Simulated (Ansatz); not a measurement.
# Ge: molecular dynamics, part 2 of 2

Aim: heat the crystal hard, then run on and watch the hot state. Runs: 60 steps of 2.25 fs under a Langevin thermostat at 4200 K; 60 steps of 2.25 fs under a Langevin thermostat and barostat at 2940 K and 1 GPa. The start is the crystal (diamond), its volume scaled by 1.1.

Ansatz 0.2.0; DFT PBE+D3(BJ), plane waves, PAW, scalar-relativistic, no spin polarisation.

### 7 What the atoms did

One step in 4; energies are changes from step 0; msd is the mean square displacement from the start, the centre of mass held:

```tsv
time (fs)	T (K)	potential energy change (meV/atom)	conserved energy change (meV/atom)	volume (Å³/atom)	pressure (GPa)	msd Ge (Å²)
0.0	2756	0.0	0.00	24.93	6.0	0.000
9.0	2472	-24.9	-0.10	24.92	5.4	0.007
18.0	3296	-98.1	-0.35	24.94	4.3	0.027
27.0	3498	-129.7	-0.22	24.98	3.6	0.063
36.0	3064	-109.5	-0.11	25.05	3.4	0.112
45.0	2389	-70.4	0.04	25.14	2.9	0.165
54.0	2448	-52.9	-0.03	25.17	3.0	0.216
63.0	2237	-59.5	0.10	25.21	2.7	0.261
72.0	2663	-83.5	-0.03	25.28	2.3	0.306
81.0	3059	-102.5	-0.27	25.36	1.9	0.352
90.0	2852	-74.1	-0.05	25.43	1.9	0.405
99.0	2512	-45.2	0.15	25.45	1.8	0.451
108.0	2353	-33.8	0.05	25.46	1.7	0.497
117.0	2118	-34.2	0.03	25.43	1.6	0.531
126.0	1962	-28.9	0.15	25.36	1.8	0.561
135.0	2093	-28.0	0.17	25.31	2.0	0.593
```

time (fs), T (K) and a bar:
```
      0.0       2756 ##############
      6.8       2502 #########
     11.2       2719 #############
     18.0       3296 ########################
     22.5       3152 ######################
     29.2       3608 ##############################
     36.0       3064 ####################
     40.5       2542 ##########
     47.2       2465 #########
     51.8       2293 ######
     58.5       2345 #######
     65.2       2268 #####
     69.8       2665 ############
     76.5       2957 ##################
     83.2       3315 #########################
     87.8       2845 ################
     94.5       2696 #############
     99.0       2512 ##########
    105.8       2280 #####
    112.5       2485 #########
    117.0       2118 ##
    123.8       1994 
    128.2       2060 #
    135.0       2093 ##
```

Pair distribution over the second half of the run:

```tsv
r (Å)	g Ge–Ge
0.68	0.00
0.84	0.00
1.00	0.00
1.16	0.00
1.32	0.00
1.48	0.00
1.64	0.00
1.80	0.00
1.96	0.04
2.12	0.18
2.28	0.94
2.44	1.87
2.60	1.81
2.76	1.65
2.92	0.73
3.08	0.52
3.24	0.54
```

First peaks of g(r) (not always the tallest), and, where a minimum follows, the mean number of second-named atoms round a first-named one up to the next minimum:

```tsv
pair	peak (Å)	height	minimum (Å)	neighbours
Ge–Ge	2.44	1.9	3.00	3.6
```

### 8 Frames from the trajectory

Positions (Å) and forces (eV/Å):

```xyz
16
Lattice="0.000 5.845 5.845 5.845 0.000 5.845 5.845 5.845 0.000" Properties=species:S:1:pos:R:3:forces:R:3 pbc="T T T" time_fs=22.5 T=3152 dE=-1.9097
Ge   -0.186   -0.122    0.189   -1.178   -0.985   -0.695
Ge    1.163    1.235    1.435    0.768    2.226    0.752
Ge    2.702    3.128   -0.405   -0.302   -1.049    0.948
Ge    4.416    3.736    1.211   -0.034    0.761    0.727
Ge    3.073    0.161    2.552   -0.448    0.389    0.786
Ge    4.351    1.209    4.443   -0.191    1.329    0.083
Ge    5.974    3.135    3.126   -1.283   -2.004   -0.683
Ge    7.398    4.687    4.083   -0.078    1.737    0.585
Ge   -0.661    3.269    2.997    1.255   -2.789    2.025
Ge    0.964    4.056    4.673    0.735   -0.343    0.275
Ge    2.402    5.138    2.977    0.732    0.528   -0.746
Ge    3.694    7.220    4.027    0.497   -0.488    0.025
Ge    2.718    2.921    6.316    0.579    0.169   -1.254
Ge    4.571    4.578    7.193   -1.281    0.399   -2.300
Ge    5.594    6.230    5.824    0.096    0.153   -1.748
Ge    7.216    7.061    7.383    0.134   -0.034    1.221
16
Lattice="0.000 5.859 5.859 5.859 0.000 5.859 5.859 5.859 0.000" Properties=species:S:1:pos:R:3:forces:R:3 pbc="T T T" time_fs=45.0 T=2389 dE=-1.1263
Ge   -0.408   -0.185    0.183    0.986    0.766   -0.752
Ge    1.233    1.281    1.401   -0.528    1.323   -0.231
Ge    2.704    3.310   -0.269   -1.432   -1.801   -0.625
Ge    4.398    3.828    1.156    0.439   -0.039    1.965
Ge    3.073    0.220    2.584    0.909    0.339    0.002
Ge    4.462    1.464    4.414   -0.912   -0.236    0.373
Ge    5.766    3.074    3.126    0.989    0.334   -0.345
Ge    7.562    4.966    4.159   -1.845   -0.391    0.594
Ge   -0.613    3.040    2.982    0.235   -1.751    0.179
Ge    0.957    3.898    4.668    0.012   -0.181    1.112
Ge    2.251    5.190    3.117    0.427   -0.267   -1.541
Ge    3.396    6.997    4.113    1.373    1.600    0.916
Ge    2.749    2.712    6.335    2.194    2.745   -2.050
Ge    4.692    4.649    7.163   -1.354   -1.075    0.222
Ge    5.547    6.387    5.896   -0.621    0.380   -2.547
Ge    7.345    7.008    7.201   -0.874   -1.747    2.729
16
Lattice="0.000 5.866 5.866 5.866 0.000 5.866 5.866 5.866 0.000" Properties=species:S:1:pos:R:3:forces:R:3 pbc="T T T" time_fs=67.5 T=2281 dE=-1.1228
Ge   -0.557   -0.261    0.144    2.096    2.434   -1.485
Ge    1.341    1.331    1.354   -0.989    0.876   -0.519
Ge    2.650    3.435   -0.168   -1.025   -1.814   -0.256
Ge    4.443    3.907    1.255   -0.873   -1.345    1.834
Ge    3.159    0.405    2.632    0.627   -0.608    0.199
Ge    4.460    1.629    4.435   -1.697   -1.984    1.538
Ge    5.596    3.086    3.200    2.545    1.696   -0.977
Ge    7.558    5.154    4.315   -1.157    0.051   -0.204
Ge   -0.569    2.717    2.995    0.094   -0.615   -0.351
Ge    0.986    3.703    4.717    0.048    0.162    0.312
Ge    2.199    5.242    3.108   -0.284   -1.351   -1.038
Ge    3.276    6.908    4.260    1.490    2.157    1.142
Ge    2.980    2.672    6.289    0.389    0.992   -0.719
Ge    4.692    4.600    7.144   -0.698   -0.490    0.634
Ge    5.545    6.475    5.762   -0.561   -0.222   -1.248
Ge    7.365    6.893    7.225   -0.005    0.063    1.138
16
Lattice="0.000 5.881 5.881 5.881 0.000 5.881 5.881 5.881 0.000" Properties=species:S:1:pos:R:3:forces:R:3 pbc="T T T" time_fs=90.0 T=2852 dE=-1.1863
Ge   -0.608   -0.285   -0.086    1.402    0.196    0.022
Ge    1.361    1.437    1.358   -0.766    0.264   -0.535
Ge    2.580    3.462   -0.160   -0.087   -1.663    0.542
Ge    4.444    3.870    1.409   -0.826    0.387   -0.013
Ge    3.254    0.614    2.697   -0.098   -1.099   -0.417
Ge    4.288    1.687    4.612    2.417   -2.423   -2.751
Ge    5.683    3.175    3.306    1.460    0.094    0.249
Ge    7.571    5.313    4.546   -0.593    0.522   -0.942
Ge   -0.572    2.394    2.882    0.196    0.203    0.010
Ge    1.025    3.487    4.788   -0.425    0.501   -0.378
Ge    2.172    5.197    3.028    0.293   -0.682    0.239
Ge    3.184    7.011    4.495    0.359    0.491   -0.042
Ge    3.152    2.732    6.056   -3.125    2.329    3.482
Ge    4.636    4.493    7.161   -0.104    0.123    0.479
Ge    5.480    6.445    5.551   -0.029   -0.148    0.121
Ge    7.359    6.851    7.234   -0.073    0.904   -0.068
16
Lattice="0.000 5.883 5.883 5.883 0.000 5.883 5.883 5.883 0.000" Properties=species:S:1:pos:R:3:forces:R:3 pbc="T T T" time_fs=112.5 T=2485 dE=-0.5622
Ge   -0.601   -0.365   -0.390    1.168   -1.326    1.098
Ge    1.338    1.568    1.326    0.425   -0.333   -0.909
Ge    2.517    3.368   -0.183    0.101   -0.934    0.359
Ge    4.251    3.824    1.516    0.025    0.676    0.298
Ge    3.290    0.707    2.708   -0.416   -0.942   -0.851
Ge    4.179    1.567    4.756    1.923   -1.088   -2.467
Ge    5.814    3.182    3.478    0.240   -0.261   -0.191
Ge    7.586    5.366    4.691    0.352    0.366   -1.040
Ge   -0.503    2.133    2.716   -0.987    0.717    0.744
Ge    0.975    3.309    4.815   -0.332    0.438   -0.430
Ge    2.044    5.026    2.977    0.427   -0.046    0.272
Ge    3.050    7.071    4.622    0.212   -0.602   -0.631
Ge    3.209    2.897    6.122   -3.267    1.302    2.022
Ge    4.516    4.490    7.182    1.089    1.136    1.152
Ge    5.481    6.299    5.424   -0.808    0.352    0.537
Ge    7.377    6.883    7.249   -0.154    0.543    0.039
16
Lattice="0.000 5.872 5.872 5.872 0.000 5.872 5.872 5.872 0.000" Properties=species:S:1:pos:R:3:forces:R:3 pbc="T T T" time_fs=135.0 T=2093 dE=-0.4474
Ge   -0.546   -0.464   -0.524    0.810   -1.086    1.106
Ge    1.280    1.579    1.321    1.003   -0.640   -0.811
Ge    2.441    3.231   -0.226    0.230    0.730    0.811
Ge    4.036    3.841    1.673    0.067    0.311    0.180
Ge    3.331    0.642    2.707   -0.734   -0.268   -0.695
Ge    4.143    1.490    4.825    0.241    1.130   -0.056
Ge    5.848    3.087    3.600    0.015   -0.297   -0.400
Ge    7.617    5.345    4.776    0.902    0.257   -0.992
Ge   -0.533    2.038    2.701   -1.436    0.570    0.823
Ge    0.800    3.133    4.890   -0.006    0.354   -0.165
Ge    1.851    4.855    2.970    0.281    0.114    0.039
Ge    2.858    7.042    4.705    0.263   -1.909   -1.210
Ge    3.103    3.114    6.300   -2.290   -1.790   -0.940
Ge    4.457    4.580    7.276    2.063    1.641    1.460
Ge    5.500    6.175    5.392   -1.273    0.545    0.550
Ge    7.379    6.928    7.364   -0.137    0.338    0.300
```

Reading of run 2. Against a set 2940 K the second half averages 2480 K, going from 2281 to 2093 K over that half. The conserved energy strays from its start by at most 0.38 meV/atom, 0.1 % of the mean kinetic energy, so a step of 2.25 fs is short enough over this time. The atom that moves most swings out by 1.32 Å (the median distance to the nearest neighbour, bonds to H left out, is 2.30 Å), and none ends a neighbour distance from its start. The volume changes by +1.5 % from first to last step, and is still moving at the end, so it is no equilibrium value. Counted from the crystal's sites, with the common drift removed, the atoms stand 0.82 Å away over the last tenth of the run (root mean square), 32 % of the neighbour distance: well past the 10 to 20 % at which crystals usually melt, so the lattice order is being lost.

### 9 Results

What follows sums up all 2 parts.

| quantity | value |
| --- | --- |
| run 1: length | 60 steps of 2.25 fs |
| run 1: temperature, first and last step | 3938 and 3333 K |
| run 1: temperature, second half | mean 3565 K, from 2353 to 4560 K |
| run 1: potential energy, second half | +304 meV/atom from this run's first step |
| run 1: mean square displacement, second half | Ge 0.146 Å² |
| run 2: length | 60 steps of 2.25 fs |
| run 2: temperature, first and last step | 2756 and 2093 K |
| run 2: temperature, second half | mean 2480 K, from 1962 to 3315 K |
| run 2: potential energy, second half | -55 meV/atom from this run's first step |
| run 2: largest change of the conserved energy | 0.38 meV/atom |
| run 2: volume, first and last step | 24.93 and 25.31 Å³/atom |
| run 2: mean square displacement, second half | Ge 0.452 Å² |

In words: Mean temperatures of the second halves: 3565 K, 2480 K. In the last run: counted from the crystal's sites, with the common drift removed, the atoms stand 0.82 Å away over the last tenth of the run (root mean square), 32 % of the neighbour distance: well past the 10 to 20 % at which crystals usually melt, so the lattice order is being lost. 135 fs on 16 atoms is far too short and small for converged averages. Accuracy level and mesh were kept low to afford the steps.
